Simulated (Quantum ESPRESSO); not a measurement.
**Pd: phonons at X under several settings**

```
Pd
1.0
     0.00000    1.94650    1.94650
     1.94650    0.00000    1.94650
     1.94650    1.94650    0.00000
Pd
1
Direct
  0.00000 0.00000 0.00000
```

All runs used Quantum ESPRESSO 7.5; potentials Ansatz NC SR PBE; k mesh 10 × 10 × 10; no spin polarisation; cutoff 1116 eV; occupations cold, width 0.2 eV.

| level | geometry | volume (Å³/atom) | pressure (GPa) | frequencies (cm⁻¹) |
| --- | --- | --- | --- | --- |
| PBE | relaxed at 0 GPa | 15.27 | 0.1 | 156 156 214 |
| PBE | relaxed at 5 GPa | 14.87 | 5.0 | 165 165 229 |
| PBE | relaxed at 10 GPa | 14.53 | 10.0 | 173 173 242 |
| PBE | relaxed at 20 GPa | 13.95 | 20.0 | 187 187 265 |
| PBE | relaxed at 40 GPa | ? | 40.0 | ? |

Problem. What stands in the row left open?

Solution. Volume 13.11 Å³/atom; frequencies 210 210 302 cm⁻¹.

Caveats: the mesh is thin for the phonons of a metal; the cell is more than 3 GPa from zero pressure, which shifts response properties (some runs).

For the row left open. Caveat: the mesh is thin for the phonons of a metal; the cell is more than 3 GPa from zero pressure, which shifts response properties.
